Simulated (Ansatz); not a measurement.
TiTe:

```
Ti Te
1.0
     0.00000    3.31060    3.31060
     3.31060    0.00000    3.31060
     3.31060    3.31060    0.00000
Ti Te
1 1
Direct
  0.00000 0.00000 0.00000
  0.25000 0.25000 0.25000
```

The cell comes from a database or a generator and needn't be the stable form of this composition.

Base run:

- Program: Ansatz 0.2.0
- Functional: r2SCAN
- Potentials or basis: Ansatz PAW
- Cutoff: 500 eV (not typed: the program's choice for these potentials)
- k mesh: 7 × 7 × 7
- Occupations: fermi-dirac, width 0.05 eV
- Spin: no spin polarisation
- Hubbard terms: Ti d U = 4 eV

Its results: band gap on the k mesh none (metal or under the smearing width); pressure -4.7 GPa.

Task: After a change of settings the same cell gave: band gap on the k mesh none (metal or under the smearing width); pressure -5.2 GPa. Which change was it?
A. hubbard terms from Ti d U = 4 eV to none; hubbard projectors from ortho-atomic (the default) to none
B. hubbard terms from Ti d U = 4 eV to Ti d U = 3 eV
C. hubbard terms from Ti d U = 4 eV to Ti d U = 5 eV

Result: B.

Caveats: U without spin polarisation on a metal has little footing; the PAW data sets come from PBE, with cores solved anew for the run's functional, which leaves a small shift of forces and pressure; the U is typed as a test and isn't derived for this compound; the density of states is complete only up to the lowest level of the last band computed.
